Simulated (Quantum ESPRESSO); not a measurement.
# CuO (P4/nmm) in Quantum ESPRESSO: single point with PBE

Aim: the single point of CuO with PBE.

Program: Quantum ESPRESSO 7.5. These are calculated values, not measurements. Logs are shortened: lines on timing, memory, paths and dates and some standing lists are left out, and cuts for length are marked.

### Step 1. The crystal as given

The structure is tetragonal, space group P4/nmm (No. 129). The conventional cell has a = 3.175 Å, b = 3.175 Å, c = 4.650 Å, α = 90.00°, β = 90.00°, γ = 90.00°. Cu (site symmetry -4m2) has 4 O at 2.02 Å and 4 Cu at 2.25 Å as nearest neighbours. Around O (site symmetry 4mm) lie 4 Cu at 2.02 Å.

The cell was built by a generator and needn't be a form met in nature.

### Step 2. Single point, PBE

run.py reads:

```python
import numpy as np
from ase.calculators.espresso import Espresso, EspressoProfile
import spglib
from ase import Atoms
from ase.io import read

atoms = read('CuO.cif')
cell, pos, num = spglib.standardize_cell((atoms.cell[:], atoms.get_scaled_positions(), atoms.numbers), to_primitive=True, symprec=1e-4)
atoms = Atoms(numbers=num, cell=cell, scaled_positions=pos, pbc=True)

input_data = {
    'control': {'calculation': 'scf', 'prefix': 'pwscf', 'outdir': './tmp', 'tprnfor': True, 'tstress': True, 'disk_io': 'nowf'},
    'system': {'ecutwfc': 55.0, 'ecutrho': 440.0, 'nbnd': 25, 'occupations': 'smearing', 'smearing': 'fd', 'degauss': 0.00367493},
    'electrons': {'conv_thr': 8e-10, 'electron_maxstep': 120, 'mixing_beta': 0.5},
}
pseudopotentials = {'O': 'O.pbe-n-kjpaw_psl.0.1.UPF', 'Cu': 'Cu.paw.z_11.ld1.psl.v1.0.0-low.upf'}
profile = EspressoProfile(command='pw.x', pseudo_dir='pseudo')
dft = Espresso(profile=profile, input_data=input_data, pseudopotentials=pseudopotentials, kpts=(8, 8, 6), koffset=(0, 0, 0))
atoms.calc = dft

print(f'energy {atoms.get_potential_energy():.8f} eV')
print('forces (eV/A)')
print(np.round(atoms.get_forces(), 6))
print('stress (eV/A^3, Voigt)')
print(np.round(atoms.get_stress(), 8))
print(f'Fermi level {dft.get_fermi_level():.4f} eV')
```

CuO.cif reads:

```cif
data_CuO
_cell_length_a 3.17549550
_cell_length_b 3.17549550
_cell_length_c 4.64953187
_cell_angle_alpha 90.00000000
_cell_angle_beta 90.00000000
_cell_angle_gamma 90.00000000
_space_group_name_H-M_alt 'P4/nmm'
_space_group_name_Hall 'P 4ab 2ab -1ab'
_space_group_IT_number 129
loop_
_space_group_symop_operation_xyz
'x,y,z'
'-y+1/2,x+1/2,z'
'-x,-y,z'
'y+1/2,-x+1/2,z'
'x+1/2,-y+1/2,-z'
'-y,-x,-z'
'-x+1/2,y+1/2,-z'
'y,x,-z'
'-x+1/2,-y+1/2,-z'
'y,-x,-z'
'x+1/2,y+1/2,-z'
'-y,x,-z'
'-x,y,z'
'y+1/2,x+1/2,z'
'x,-y,z'
'-y+1/2,-x+1/2,z'
loop_
_atom_site_label
_atom_site_type_symbol
_atom_site_symmetry_multiplicity
_atom_site_Wyckoff_symbol
_atom_site_fract_x
_atom_site_fract_y
_atom_site_fract_z
_atom_site_occupancy
Cu1 Cu 2 a 0.0000000000 0.0000000000 0.0000000000 1
O1 O 2 c 0.5000000000 0.0000000000 0.2670000000 1
```

Potentials or basis: SSSP 1.3 efficiency PBE.

Run with:

```console
$ OMP_NUM_THREADS=1 python run.py
```

Standard output:

```text
energy -6927.23962591 eV
forces (eV/A)
[[ 0.       0.       0.     ]
 [ 0.       0.       0.     ]
 [ 0.       0.      -0.88394]
 [ 0.       0.       0.88394]]
stress (eV/A^3, Voigt)
[-0.18368845 -0.18368845  0.05325957 -0.         -0.         -0.        ]
Fermi level 6.6770 eV
```

espresso.pwi:

```text
&CONTROL
   calculation      = 'scf'
   tstress          = .true.
   tprnfor          = .true.
   outdir           = './tmp'
   prefix           = 'pwscf'
   disk_io          = 'nowf'
   pseudo_dir       = 'pseudo'
/
&SYSTEM
   nbnd             = 25
   ecutwfc          = 55.0
   ecutrho          = 440.0
   occupations      = 'smearing'
   degauss          = 0.00367493
   smearing         = 'fd'
   ntyp             = 2
   nat              = 4
   ibrav            = 0
/
&ELECTRONS
   electron_maxstep = 120
   conv_thr         = 8e-10
   mixing_beta      = 0.5
/
&IONS
/
&CELL
/
&FCP
/
&RISM
/
ATOMIC_SPECIES
Cu 63.546 Cu.paw.z_11.ld1.psl.v1.0.0-low.upf
O 15.999 O.pbe-n-kjpaw_psl.0.1.UPF

K_POINTS automatic
8 8 6  0 0 0

CELL_PARAMETERS angstrom
3.17549550000000 0.00000000000000 0.00000000000000
0.00000000000000 3.17549550000000 0.00000000000000
0.00000000000000 0.00000000000000 4.64953187000000

ATOMIC_POSITIONS angstrom
Cu 0.0000000000 0.0000000000 0.0000000000  
Cu 1.5877477500 1.5877477500 0.0000000000  
O 1.5877477500 0.0000000000 1.2414250093  
O 0.0000000000 1.5877477500 3.4081068607
```

espresso.pwo:

```text
This program is part of the open-source Quantum ESPRESSO suite
     for quantum simulation of materials; please cite
         "P. Giannozzi et al., J. Phys.:Condens. Matter 21 395502 (2009);
         "P. Giannozzi et al., J. Phys.:Condens. Matter 29 465901 (2017);
         "P. Giannozzi et al., J. Chem. Phys. 152 154105 (2020);
     in publications or presentations arising from this work. More details at

Warning: card &CELL ignored
Warning: card &FCP ignored
Warning: card &RISM ignored

     file Cu.paw.z_11.ld1.psl.v1.0.0-low.upf: wavefunction(s)  4S 3D renormalized
     file O.pbe-n-kjpaw_psl.0.1.UPF: wavefunction(s)  2P renormalized
     Message from routine setup:
     using ibrav=0 with symmetry is DISCOURAGED, use correct ibrav instead

     G-vector sticks info
     --------------------
     sticks:   dense  smooth     PW     G-vecs:    dense   smooth      PW
     Sum        1265     633    193                49339    17385    2983

     Using Slab Decomposition

     bravais-lattice index     =            0
     lattice parameter (alat)  =       6.0008  a.u.
     unit-cell volume          =     316.3944 (a.u.)^3
     number of atoms/cell      =            4
     number of atomic types    =            2
     number of electrons       =        34.00
     number of Kohn-Sham states=           25
     kinetic-energy cutoff     =      55.0000  Ry
     charge density cutoff     =     440.0000  Ry
     scf convergence threshold =      8.0E-10
     mixing beta               =       0.5000
     number of iterations used =            8  plain     mixing
     Exchange-correlation= SLA  PW   PBX  PBC
                           (   1   4   3   4   0   0   0)

     celldm(1)=   6.000817  celldm(2)=   0.000000  celldm(3)=   0.000000
     celldm(4)=   0.000000  celldm(5)=   0.000000  celldm(6)=   0.000000

     crystal axes: (cart. coord. in units of alat)
               a(1) = (   1.000000   0.000000   0.000000 )
               a(2) = (   0.000000   1.000000   0.000000 )
               a(3) = (   0.000000   0.000000   1.464191 )
[... 49 lines left out ...]
        k(    2) = (   0.0000000   0.0000000   0.1138285), wk =   0.0104167
        k(    3) = (   0.0000000   0.0000000   0.2276570), wk =   0.0104167
        k(    4) = (   0.0000000   0.0000000  -0.3414855), wk =   0.0052083
        k(    5) = (   0.0000000   0.1250000   0.0000000), wk =   0.0208333
        k(    6) = (   0.0000000   0.1250000   0.1138285), wk =   0.0416667
[... 52 lines left out ...]
        k(   59) = (  -0.5000000  -0.5000000   0.2276570), wk =   0.0104167
        k(   60) = (  -0.5000000  -0.5000000  -0.3414855), wk =   0.0052083

     Dense  grid:    49339 G-vectors     FFT dimensions: (  48,  48,  60)

     Smooth grid:    17385 G-vectors     FFT dimensions: (  30,  30,  45)

     Initial potential from superposition of free atoms

     starting charge      33.9995, renormalised to      34.0000
     Starting wfcs are   26 randomized atomic wfcs

     Self-consistent Calculation

     iteration #  1     ecut=    55.00 Ry     beta= 0.50
     Davidson diagonalization with overlap
     ethr =  1.00E-02,  avg # of iterations =  5.2

     total energy              =    -508.24457170 Ry
     estimated scf accuracy    <       1.56188344 Ry
[... 57 lines left out ...]
     iteration # 10     ecut=    55.00 Ry     beta= 0.50
     Davidson diagonalization with overlap
     ethr =  3.89E-10,  avg # of iterations =  1.4

     End of self-consistent calculation

          k = 0.0000 0.0000 0.0000 (  2165 PWs)   bands (ev):

   -11.8734 -11.0646   0.2436   1.2493   1.7533   1.7533   2.1691   3.0507
     3.0507   4.8269   4.8417   5.4206   5.6047   5.6047   6.1946   6.3476
     7.1090   7.1090   7.8028  13.1562  17.6036  17.6036  18.7896  18.9318
    21.6637
[... 402 lines left out ...]
   -11.0190 -11.0190   0.8389   0.8389   2.6157   2.6157   2.9013   2.9013
     3.3851   3.3851   3.9882   3.9882   4.9604   4.9604   5.0335   5.0335
     6.3655   6.3655  12.9199  12.9199  15.9247  15.9247  20.1719  20.1719
    21.0558

          k =-0.5000-0.5000-0.3415 (  2152 PWs)   bands (ev):

   -11.0186 -11.0186   0.9053   0.9053   2.5254   2.5254   2.9505   2.9505
     3.4125   3.4125   3.8931   3.8931   4.9073   4.9073   5.0335   5.0335
     6.3898   6.3898  13.1690  13.1690  15.9241  15.9241  20.0565  20.0567
    20.5967

     the Fermi energy is     6.6770 ev

!    total energy              =    -509.14276614 Ry
     total all-electron energy =     -6920.596083 Ry
     estimated scf accuracy    <          5.4E-10 Ry
     smearing contrib. (-TS)   =      -0.00421866 Ry
     internal energy E=F+TS    =    -509.13854748 Ry

     The total energy is F=E-TS. E is the sum of the following terms:
     one-electron contribution =    -153.06418594 Ry
     hartree contribution      =     113.73115420 Ry
     xc contribution           =    -103.96971331 Ry
     ewald contribution        =    -167.04929138 Ry
     one-center paw contrib.   =    -198.78651105 Ry

     convergence has been achieved in  10 iterations

     Forces acting on atoms (cartesian axes, Ry/au):

     atom    1 type  1   force =     0.00000000    0.00000000    0.00000000
     atom    2 type  1   force =     0.00000000    0.00000000    0.00000000
     atom    3 type  2   force =     0.00000000    0.00000000   -0.03437981
     atom    4 type  2   force =     0.00000000    0.00000000    0.03437981

     Total force =     0.048620     Total SCF correction =     0.000034

     Computing stress (Cartesian axis) and pressure

          total   stress  (Ry/bohr**3)                   (kbar)     P=      167.76
   0.00200062   0.00000000   0.00000000          294.30        0.00        0.00
   0.00000000   0.00200062   0.00000000            0.00      294.30        0.00
   0.00000000   0.00000000  -0.00058007            0.00        0.00      -85.33

=------------------------------------------------------------------------------=
   JOB DONE.
=------------------------------------------------------------------------------=
```

Wall time 51 s (1 thread of Arm Neoverse V2, shared host); peak memory 0.27 GiB.

Results:

- Free energy: -6927.2402 eV
- Pressure: 16.8 GPa
- Largest force: 0.884 eV/Å
- Band gap on the k mesh: none (metal or under the smearing width)

Forces on the atoms (eV/Å):
```
Cu   0.000  0.000  0.000
Cu   0.000  0.000  0.000
O    0.000  0.000 -0.884
O    0.000  0.000  0.884
```

Stress tensor (GPa, compression positive):
```
29.43  0.00  0.00
 0.00 29.43  0.00
 0.00  0.00 -8.53
```

Caveat: so large a pressure means that the cell lies far from this level's equilibrium, or that cutoff or potentials fall short; the run has no spin polarisation, though such a crystal can be magnetic; semilocal functionals often make such compounds metallic where correlation or magnetic order opens a gap, which also shifts bond lengths.

### Step 3. For comparison

An earlier run on the cell as given: functional PBE; potentials or basis SSSP 1.3 efficiency PBE; cutoff 748 eV; density cutoff 5987 eV; k mesh 8 × 8 × 6; occupations fermi-dirac, width 0.05 eV; no spin polarisation.

- Pressure: 16.8 GPa
- Largest force: 0.884 eV/Å
- Band gap on the k mesh: none (metal or under the smearing width)
